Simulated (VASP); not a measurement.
# 2H-MoS2 monolayer under biaxial strain, part 2 of 2

Aim: strain 2H-MoS2 monolayer in both directions of its plane and follow energy, thickness and gap.

VASP 6.6.1, plane waves and PAW; the level of theory is named at each step.

So far. Step 9 (Strained, atoms relaxed, biaxial strain -0.02): The run ended after 3 ionic steps, 0.010 eV below its first step, once the forces on the free atoms met EDIFFG = -0.015.

**10. Strained, levels with spin-orbit coupling, biaxial strain -0.02**

This step: PBE with D3(BJ), spin-orbit coupling, no spin polarisation; plane waves and PAW (Mo, S) (VASP 6.6.1).

The input, INCAR:

```
SYSTEM = MoS2
PREC = Normal
ENCUT = 350
EDIFF = 1E-06
NELM = 120
ISMEAR = 0
SIGMA = 0.03
LREAL = .FALSE.
ALGO = Fast
GGA = PE
IVDW = 12
LNONCOLLINEAR = .TRUE.
MAGMOM = 0 0 0 0 0 0 0 0 0
NBANDS = 30
GGA_COMPAT = .FALSE.
LASPH = .TRUE.
LSORBIT = .TRUE.
LMAXMIX = 4
LWAVE = .FALSE.
LCHARG = .FALSE.
KPAR = 4
IDIPOL = 3
LDIPOL = .TRUE.
DIPOL = 0.5 0.5 0.5
LVHAR = .TRUE.
LVACPOTAV = .TRUE.
```

The input, POSCAR:

```
MoS2
1.0
    3.0880466382      0.0000000000      0.0000000000
   -1.5440233191      2.6743268368      0.0000000000
    0.0000000000      0.0000000000     22.0000000000
Mo S
1 2
Direct
    0.3333333333      0.6666666667      0.5000000000
    0.6666666667      0.3333333333      0.4276265184
    0.6666666667      0.3333333333      0.5723734816
```

The input, KPOINTS:

```
Automatic mesh
0
Gamma
12 12 1
0 0 0
```

The input, KPOINTS_OPT:

```
Line mode
14
Line-mode
Reciprocal
  0.00000000   0.00000000   0.00000000 GAMMA
  0.50000000   0.00000000   0.00000000 M

  0.50000000   0.00000000   0.00000000 M
  0.33333333   0.33333333   0.00000000 K

  0.33333333   0.33333333   0.00000000 K
  0.00000000   0.00000000   0.00000000 GAMMA
```

PAW data sets: Mo and S (PBE family, release 64).

The run is started by

```
mpirun -np 4 vasp_ncl
```

It took 77 s on 4 MPI ranks of AMD EPYC 7R43, shared host; peak memory 1.6 GiB; 5.1 min of CPU time.

On-site spin-orbit energy by atom:

```csv
atom,on-site spin-orbit energy (eV)
Mo1,-0.0272
S2,-0.0022
S3,-0.0022
```

**11. Strained, atoms relaxed, biaxial strain -0.01**

This step: PBE with D3(BJ), no spin polarisation; plane waves and PAW (Mo, S) (VASP 6.6.1).

The input, INCAR:

```
SYSTEM = MoS2
PREC = Normal
ENCUT = 350
EDIFF = 1E-06
NELM = 120
ISMEAR = 0
SIGMA = 0.03
LREAL = .FALSE.
ALGO = Fast
GGA = PE
IVDW = 12
NBANDS = 15
LASPH = .TRUE.
LORBIT = 11
LWAVE = .FALSE.
LCHARG = .FALSE.
KPAR = 4
IBRION = 2
NSW = 30
ISIF = 2
EDIFFG = -0.015
POTIM = 0.4
MAXMIX = 40
IDIPOL = 3
LDIPOL = .TRUE.
DIPOL = 0.5 0.5 0.5
```

The input, POSCAR:

```
MoS2
1.0
    3.1195573182      0.0000000000      0.0000000000
   -1.5597786591      2.7016158861      0.0000000000
    0.0000000000      0.0000000000     22.0000000000
Mo S
1 2
Direct
    0.3333333333      0.6666666667      0.5000000000
    0.6666666667      0.3333333333      0.4286452982
    0.6666666667      0.3333333333      0.5713547018
```

KPOINTS is that of step 10.

The run is started by

```
mpirun -np 4 vasp_std
```

Elapsed: 16 s, on 4 MPI ranks; peak memory 0.63 GiB; 61 s of CPU time.

The steps of the relaxation:

| step | energy less that of the first step (eV) | largest force (eV/Å) |
| --- | --- | --- |
| 1 | 0.0000 | 0.2176 |
| 2 | -0.0022 | 0.0517 |
| 3 | -0.0023 | 0.0077 |

The atoms that moved most (Å):

```csv
atom,dx,dy,dz,length
S2,0.000,0.000,-0.011,0.011
S3,0.000,0.000,0.011,0.011
```

Final coordinates:

```xyz
3
Lattice="3.1196 0.0000 0.0000 -1.5598 2.7016 0.0000 0.0000 0.0000 22.0000" Properties=species:S:1:pos:R:3
Mo    0.0000    1.8011   11.0000
S     1.5598    0.9005    9.4189
S     1.5598    0.9005   12.5811
```

The run ended after 3 ionic steps, 0.002 eV below its first step, once the forces on the free atoms met EDIFFG = -0.015.

**12. Strained, levels with spin-orbit coupling, biaxial strain -0.01**

This step: PBE with D3(BJ), spin-orbit coupling, no spin polarisation; plane waves and PAW (Mo, S) (VASP 6.6.1).

The input, INCAR:

```
SYSTEM = MoS2
PREC = Normal
ENCUT = 350
EDIFF = 1E-06
NELM = 120
ISMEAR = 0
SIGMA = 0.03
LREAL = .FALSE.
ALGO = Fast
GGA = PE
IVDW = 12
LNONCOLLINEAR = .TRUE.
MAGMOM = 0 0 0 0 0 0 0 0 0
NBANDS = 30
GGA_COMPAT = .FALSE.
LASPH = .TRUE.
LSORBIT = .TRUE.
LMAXMIX = 4
LWAVE = .FALSE.
LCHARG = .FALSE.
KPAR = 4
IDIPOL = 3
LDIPOL = .TRUE.
DIPOL = 0.5 0.5 0.5
LVHAR = .TRUE.
LVACPOTAV = .TRUE.
```

The input, POSCAR:

```
MoS2
1.0
    3.1195573182      0.0000000000      0.0000000000
   -1.5597786591      2.7016158861      0.0000000000
    0.0000000000      0.0000000000     22.0000000000
Mo S
1 2
Direct
    0.3333333333      0.6666666667      0.5000000000
    0.6666666667      0.3333333333      0.4281328021
    0.6666666667      0.3333333333      0.5718671979
```

KPOINTS is that of step 11.

KPOINTS_OPT is that of step 10.

The run is started by

```
mpirun -np 4 vasp_ncl
```

Run time: 82 s. Hardware: 4 MPI ranks; peak memory 1.6 GiB; 5.4 min of CPU time.

**13. Strained, atoms relaxed, biaxial strain 0**

This step: PBE with D3(BJ), no spin polarisation; plane waves and PAW (Mo, S) (VASP 6.6.1).

The input, INCAR:

```
SYSTEM = MoS2
PREC = Normal
ENCUT = 350
EDIFF = 1E-06
NELM = 120
ISMEAR = 0
SIGMA = 0.03
LREAL = .FALSE.
ALGO = Fast
GGA = PE
IVDW = 12
NBANDS = 15
LASPH = .TRUE.
LORBIT = 11
LWAVE = .FALSE.
LCHARG = .FALSE.
KPAR = 4
IBRION = 2
NSW = 30
ISIF = 2
EDIFFG = -0.015
POTIM = 0.4
MAXMIX = 40
IDIPOL = 3
LDIPOL = .TRUE.
DIPOL = 0.5 0.5 0.5
```

The input, POSCAR:

```
MoS2
1.0
    3.1510679982      0.0000000000      0.0000000000
   -1.5755339991      2.7289049355      0.0000000000
    0.0000000000      0.0000000000     22.0000000000
Mo S
1 2
Direct
    0.3333333333      0.6666666667      0.5000000000
    0.6666666667      0.3333333333      0.4286452982
    0.6666666667      0.3333333333      0.5713547018
```

KPOINTS is that of step 12.

The run is started by

```
mpirun -np 4 vasp_std
```

Elapsed: 10 s, on 4 MPI ranks; peak memory 0.57 GiB.

The start already met the threshold, so nothing moved, which says little where the restoring forces are soft.

**14. Strained, levels with spin-orbit coupling, biaxial strain 0**

This step: PBE with D3(BJ), spin-orbit coupling, no spin polarisation; plane waves and PAW (Mo, S) (VASP 6.6.1).

The input, INCAR:

```
SYSTEM = MoS2
PREC = Normal
ENCUT = 350
EDIFF = 1E-06
NELM = 120
ISMEAR = 0
SIGMA = 0.03
LREAL = .FALSE.
ALGO = Fast
GGA = PE
IVDW = 12
LNONCOLLINEAR = .TRUE.
MAGMOM = 0 0 0 0 0 0 0 0 0
NBANDS = 30
GGA_COMPAT = .FALSE.
LASPH = .TRUE.
LSORBIT = .TRUE.
LMAXMIX = 4
LWAVE = .FALSE.
LCHARG = .FALSE.
KPAR = 4
IDIPOL = 3
LDIPOL = .TRUE.
DIPOL = 0.5 0.5 0.5
LVHAR = .TRUE.
LVACPOTAV = .TRUE.
```

POSCAR is that of step 13.

KPOINTS is that of step 13.

KPOINTS_OPT is that of step 12.

The run is started by

```
mpirun -np 4 vasp_ncl
```

Wall time 79 s (4 MPI ranks); peak memory 1.6 GiB.

**15. Strained, atoms relaxed, biaxial strain 0.01**

This step: PBE with D3(BJ), no spin polarisation; plane waves and PAW (Mo, S) (VASP 6.6.1).

The input, INCAR:

```
SYSTEM = MoS2
PREC = Normal
ENCUT = 350
EDIFF = 1E-06
NELM = 120
ISMEAR = 0
SIGMA = 0.03
LREAL = .FALSE.
ALGO = Fast
GGA = PE
IVDW = 12
NBANDS = 15
LASPH = .TRUE.
LORBIT = 11
LWAVE = .FALSE.
LCHARG = .FALSE.
KPAR = 4
IBRION = 2
NSW = 30
ISIF = 2
EDIFFG = -0.015
POTIM = 0.4
MAXMIX = 40
IDIPOL = 3
LDIPOL = .TRUE.
DIPOL = 0.5 0.5 0.5
```

The input, POSCAR:

```
MoS2
1.0
    3.1825786782      0.0000000000      0.0000000000
   -1.5912893391      2.7561939849      0.0000000000
    0.0000000000      0.0000000000     22.0000000000
Mo S
1 2
Direct
    0.3333333333      0.6666666667      0.5000000000
    0.6666666667      0.3333333333      0.4286452982
    0.6666666667      0.3333333333      0.5713547018
```

KPOINTS is that of step 14.

The run is started by

```
mpirun -np 4 vasp_std
```

Run time: 19 s. Hardware: 4 MPI ranks; peak memory 0.69 GiB.

The run ended after 3 ionic steps, 0.002 eV below its first step, once the forces on the free atoms met EDIFFG = -0.015.

**16. Strained, levels with spin-orbit coupling, biaxial strain 0.01**

This step: PBE with D3(BJ), spin-orbit coupling, no spin polarisation; plane waves and PAW (Mo, S) (VASP 6.6.1).

The input, INCAR:

```
SYSTEM = MoS2
PREC = Normal
ENCUT = 350
EDIFF = 1E-06
NELM = 120
ISMEAR = 0
SIGMA = 0.03
LREAL = .FALSE.
ALGO = Fast
GGA = PE
IVDW = 12
LNONCOLLINEAR = .TRUE.
MAGMOM = 0 0 0 0 0 0 0 0 0
NBANDS = 30
GGA_COMPAT = .FALSE.
LASPH = .TRUE.
LSORBIT = .TRUE.
LMAXMIX = 4
LWAVE = .FALSE.
LCHARG = .FALSE.
KPAR = 4
IDIPOL = 3
LDIPOL = .TRUE.
DIPOL = 0.5 0.5 0.5
LVHAR = .TRUE.
LVACPOTAV = .TRUE.
```

The input, POSCAR:

```
MoS2
1.0
    3.1825786782      0.0000000000      0.0000000000
   -1.5912893391      2.7561939849      0.0000000000
    0.0000000000      0.0000000000     22.0000000000
Mo S
1 2
Direct
    0.3333333333      0.6666666667      0.5000000000
    0.6666666667      0.3333333333      0.4291466383
    0.6666666667      0.3333333333      0.5708533617
```

KPOINTS is that of step 15.

KPOINTS_OPT is that of step 14.

The run is started by

```
mpirun -np 4 vasp_ncl
```

It took 97 s on 4 MPI ranks; peak memory 1.8 GiB; 6.4 min of CPU time.

**17. Strained, atoms relaxed, biaxial strain 0.02**

This step: PBE with D3(BJ), no spin polarisation; plane waves and PAW (Mo, S) (VASP 6.6.1).

The input, INCAR:

```
SYSTEM = MoS2
PREC = Normal
ENCUT = 350
EDIFF = 1E-06
NELM = 120
ISMEAR = 0
SIGMA = 0.03
LREAL = .FALSE.
ALGO = Fast
GGA = PE
IVDW = 12
NBANDS = 15
LASPH = .TRUE.
LORBIT = 11
LWAVE = .FALSE.
LCHARG = .FALSE.
KPAR = 4
IBRION = 2
NSW = 30
ISIF = 2
EDIFFG = -0.015
POTIM = 0.4
MAXMIX = 40
IDIPOL = 3
LDIPOL = .TRUE.
DIPOL = 0.5 0.5 0.5
```

The input, POSCAR:

```
MoS2
1.0
    3.2140893582      0.0000000000      0.0000000000
   -1.6070446791      2.7834830342      0.0000000000
    0.0000000000      0.0000000000     22.0000000000
Mo S
1 2
Direct
    0.3333333333      0.6666666667      0.5000000000
    0.6666666667      0.3333333333      0.4286452982
    0.6666666667      0.3333333333      0.5713547018
```

KPOINTS is that of step 16.

The run is started by

```
mpirun -np 4 vasp_std
```

Run time: 20 s. Hardware: 4 MPI ranks; peak memory 0.64 GiB.

The run ended after 3 ionic steps, 0.009 eV below its first step, once the forces on the free atoms met EDIFFG = -0.015.

**18. Strained, levels with spin-orbit coupling, biaxial strain 0.02**

This step: PBE with D3(BJ), spin-orbit coupling, no spin polarisation; plane waves and PAW (Mo, S) (VASP 6.6.1).

The input, INCAR:

```
SYSTEM = MoS2
PREC = Normal
ENCUT = 350
EDIFF = 1E-06
NELM = 120
ISMEAR = 0
SIGMA = 0.03
LREAL = .FALSE.
ALGO = Fast
GGA = PE
IVDW = 12
LNONCOLLINEAR = .TRUE.
MAGMOM = 0 0 0 0 0 0 0 0 0
NBANDS = 30
GGA_COMPAT = .FALSE.
LASPH = .TRUE.
LSORBIT = .TRUE.
LMAXMIX = 4
LWAVE = .FALSE.
LCHARG = .FALSE.
KPAR = 4
IDIPOL = 3
LDIPOL = .TRUE.
DIPOL = 0.5 0.5 0.5
LVHAR = .TRUE.
LVACPOTAV = .TRUE.
```

The input, POSCAR:

```
MoS2
1.0
    3.2140893582      0.0000000000      0.0000000000
   -1.6070446791      2.7834830342      0.0000000000
    0.0000000000      0.0000000000     22.0000000000
Mo S
1 2
Direct
    0.3333333333      0.6666666667      0.5000000000
    0.6666666667      0.3333333333      0.4296436039
    0.6666666667      0.3333333333      0.5703563961
```

KPOINTS is that of step 17.

KPOINTS_OPT is that of step 16.

The run is started by

```
mpirun -np 4 vasp_ncl
```

Elapsed: 91 s, on 4 MPI ranks; peak memory 1.8 GiB; 6 min of CPU time.

On-site spin-orbit energy by atom:

```
atom  on-site spin-orbit energy (eV)
 Mo1                         -0.0272
  S2                         -0.0022
  S3                         -0.0022
```

**19. Strained, atoms relaxed, biaxial strain 0.03**

This step: PBE with D3(BJ), no spin polarisation; plane waves and PAW (Mo, S) (VASP 6.6.1).

The input, INCAR:

```
SYSTEM = MoS2
PREC = Normal
ENCUT = 350
EDIFF = 1E-06
NELM = 120
ISMEAR = 0
SIGMA = 0.03
LREAL = .FALSE.
ALGO = Fast
GGA = PE
IVDW = 12
NBANDS = 15
LASPH = .TRUE.
LORBIT = 11
LWAVE = .FALSE.
LCHARG = .FALSE.
KPAR = 4
IBRION = 2
NSW = 30
ISIF = 2
EDIFFG = -0.015
POTIM = 0.4
MAXMIX = 40
IDIPOL = 3
LDIPOL = .TRUE.
DIPOL = 0.5 0.5 0.5
```

The input, POSCAR:

```
MoS2
1.0
    3.2456000381      0.0000000000      0.0000000000
   -1.6228000191      2.8107720836      0.0000000000
    0.0000000000      0.0000000000     22.0000000000
Mo S
1 2
Direct
    0.3333333333      0.6666666667      0.5000000000
    0.6666666667      0.3333333333      0.4286452982
    0.6666666667      0.3333333333      0.5713547018
```

KPOINTS is that of step 18.

The run is started by

```
mpirun -np 4 vasp_std
```

It took 19 s on 4 MPI ranks; peak memory 0.68 GiB.

The run ended after 3 ionic steps, 0.019 eV below its first step, once the forces on the free atoms met EDIFFG = -0.015.

**20. Strained, levels with spin-orbit coupling, biaxial strain 0.03**

This step: PBE with D3(BJ), spin-orbit coupling, no spin polarisation; plane waves and PAW (Mo, S) (VASP 6.6.1).

The input, INCAR:

```
SYSTEM = MoS2
PREC = Normal
ENCUT = 350
EDIFF = 1E-06
NELM = 120
ISMEAR = 0
SIGMA = 0.03
LREAL = .FALSE.
ALGO = Fast
GGA = PE
IVDW = 12
LNONCOLLINEAR = .TRUE.
MAGMOM = 0 0 0 0 0 0 0 0 0
NBANDS = 30
GGA_COMPAT = .FALSE.
LASPH = .TRUE.
LSORBIT = .TRUE.
LMAXMIX = 4
LWAVE = .FALSE.
LCHARG = .FALSE.
KPAR = 4
IDIPOL = 3
LDIPOL = .TRUE.
DIPOL = 0.5 0.5 0.5
LVHAR = .TRUE.
LVACPOTAV = .TRUE.
```

The input, POSCAR:

```
MoS2
1.0
    3.2456000381      0.0000000000      0.0000000000
   -1.6228000191      2.8107720836      0.0000000000
    0.0000000000      0.0000000000     22.0000000000
Mo S
1 2
Direct
    0.3333333333      0.6666666667      0.5000000000
    0.6666666667      0.3333333333      0.4300937159
    0.6666666667      0.3333333333      0.5699062841
```

KPOINTS is that of step 19.

KPOINTS_OPT is that of step 18.

The run is started by

```
mpirun -np 4 vasp_ncl
```

The job ended after 79 s (4 MPI ranks; peak memory 1.9 GiB; 5.2 min of CPU time).

On-site spin-orbit energy by atom:

```
atom  on-site spin-orbit energy (eV)
 Mo1                         -0.0273
  S2                         -0.0022
  S3                         -0.0022
```

**21. Strained, atoms relaxed, biaxial strain 0.04**

This step: PBE with D3(BJ), no spin polarisation; plane waves and PAW (Mo, S) (VASP 6.6.1).

The input, INCAR:

```
SYSTEM = MoS2
PREC = Normal
ENCUT = 350
EDIFF = 1E-06
NELM = 120
ISMEAR = 0
SIGMA = 0.03
LREAL = .FALSE.
ALGO = Fast
GGA = PE
IVDW = 12
NBANDS = 15
LASPH = .TRUE.
LORBIT = 11
LWAVE = .FALSE.
LCHARG = .FALSE.
KPAR = 4
IBRION = 2
NSW = 30
ISIF = 2
EDIFFG = -0.015
POTIM = 0.4
MAXMIX = 40
IDIPOL = 3
LDIPOL = .TRUE.
DIPOL = 0.5 0.5 0.5
```

The input, POSCAR:

```
MoS2
1.0
    3.2771107181      0.0000000000      0.0000000000
   -1.6385553591      2.8380611329      0.0000000000
    0.0000000000      0.0000000000     22.0000000000
Mo S
1 2
Direct
    0.3333333333      0.6666666667      0.5000000000
    0.6666666667      0.3333333333      0.4286452982
    0.6666666667      0.3333333333      0.5713547018
```

KPOINTS is that of step 20.

The run is started by

```
mpirun -np 4 vasp_std
```

The job ended after 17 s (4 MPI ranks; peak memory 0.67 GiB; 67 s of CPU time).

The run ended after 3 ionic steps, 0.032 eV below its first step, once the forces on the free atoms met EDIFFG = -0.015.

**22. Strained, levels with spin-orbit coupling, biaxial strain 0.04**

This step: PBE with D3(BJ), spin-orbit coupling, no spin polarisation; plane waves and PAW (Mo, S) (VASP 6.6.1).

The input, INCAR:

```
SYSTEM = MoS2
PREC = Normal
ENCUT = 350
EDIFF = 1E-06
NELM = 120
ISMEAR = 0
SIGMA = 0.03
LREAL = .FALSE.
ALGO = Fast
GGA = PE
IVDW = 12
LNONCOLLINEAR = .TRUE.
MAGMOM = 0 0 0 0 0 0 0 0 0
NBANDS = 30
GGA_COMPAT = .FALSE.
LASPH = .TRUE.
LSORBIT = .TRUE.
LMAXMIX = 4
LWAVE = .FALSE.
LCHARG = .FALSE.
KPAR = 4
IDIPOL = 3
LDIPOL = .TRUE.
DIPOL = 0.5 0.5 0.5
LVHAR = .TRUE.
LVACPOTAV = .TRUE.
```

The input, POSCAR:

```
MoS2
1.0
    3.2771107181      0.0000000000      0.0000000000
   -1.6385553591      2.8380611329      0.0000000000
    0.0000000000      0.0000000000     22.0000000000
Mo S
1 2
Direct
    0.3333333333      0.6666666667      0.5000000000
    0.6666666667      0.3333333333      0.4305301648
    0.6666666667      0.3333333333      0.5694698352
```

KPOINTS is that of step 21.

KPOINTS_OPT is that of step 20.

The run is started by

```
mpirun -np 4 vasp_ncl
```

It took 83 s on 4 MPI ranks; peak memory 1.9 GiB.

**23. All strains together**

This step: monolayer under biaxial strain, PBE + D3(BJ); plane waves and PAW (VASP 6.6.1).

No new run; the numbers come from the runs before.

This step gave:

| Item | Value |
| --- | --- |
| lattice a | 3.151 Å |

Gaps on mesh and path; the strain energy is without spin-orbit coupling. Strain series, by row:

```
biaxial strain (%)  strain energy (J/m²)  thickness (Å)  gap with spin-orbit coupling (eV)  least direct gap (eV)  highest filled level below the vacuum (eV)
                -4                0.3039          3.234                              1.559                  2.221                                       5.636
                -3                0.1688          3.209                              1.625                   2.09                                       5.676
                -2               0.07461          3.184                               1.69                  1.958                                        5.72
                -1               0.01915          3.162                              1.746                  1.829                                       5.766
                 0                     0           3.14                              1.706                  1.706                                       5.816
                 1                0.0151          3.118                              1.592                  1.592                                        5.87
                 2               0.06266          3.096                              1.419                  1.484                                        5.86
                 3                0.1409          3.076                                1.2                  1.386                                       5.796
                 4                0.2478          3.057                             0.9947                  1.295                                       5.739
```

**24. Summary of results**

```json
{
 "lattice a": "3.15 Å"
}
```

The gap with spin-orbit coupling runs from 1.56 eV at -4 % to 0.99 eV at +4 %; the largest value among the strains run is 1.75 eV, at -1 %, and the band edges may change valleys between rows. Under tension its steps for each per cent are -115, -173, -219 and -205 meV. A cubic fit of the strain energy gives a curvature of 172 N/m in E = k ε², which is C11 + C12 for this hexagonal sheet. The sheet's thickness goes from 3.23 to 3.06 Å. Gaps are read on mesh and path and are too small at this level. The small cell can't ripple under compression.

[Lines on the potential files, build, host, timing and source positions are cut from VASP's logs without a mark.]

[Logs are printed without paths, hosts, clocks, repeated set-up lines and the standing remarks that a program may print on its own settings, such as how far it seeks lower states.]

[Hosts, paths, dates, database ids (printed as entryN), source tags and the programs' standing remarks are cut or masked in the printed files.]

[Runs that stopped without an error message from VASP are left out.]
